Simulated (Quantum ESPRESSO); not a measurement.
Crystal: CdTe.

```
Te Cd
1.0
     0.00000    3.20500    3.20500
     3.20500    0.00000    3.20500
     3.20500    3.20500    0.00000
Te Cd
1 1
Cartesian
  4.8075 4.8075 4.8075
  0.0000 0.0000 0.0000
```

Base run:

| Quantity | Value |
| --- | --- |
| Program | Quantum ESPRESSO 7.5 |
| Functional | LDA |
| Potentials or basis | GBRV 1.5 LDA |
| Cutoff | 612 eV |
| Density cutoff | 4898 eV |
| k mesh | 6 × 6 × 6, shifted |
| Occupations | fermi-dirac, width 0.05 eV |
| Spin | no spin polarisation |

Its results: pressure 0.3 GPa; electronic dielectric tensor (diagonal) 9.29.

Task: The run is repeated on the same cell with these changes: functional from LDA to PBEsol; potentials or basis from GBRV 1.5 LDA to GBRV 1.5 PBEsol. What comes out?

Result: Pressure 2.0 GPa; electronic dielectric tensor (diagonal) 8.91.
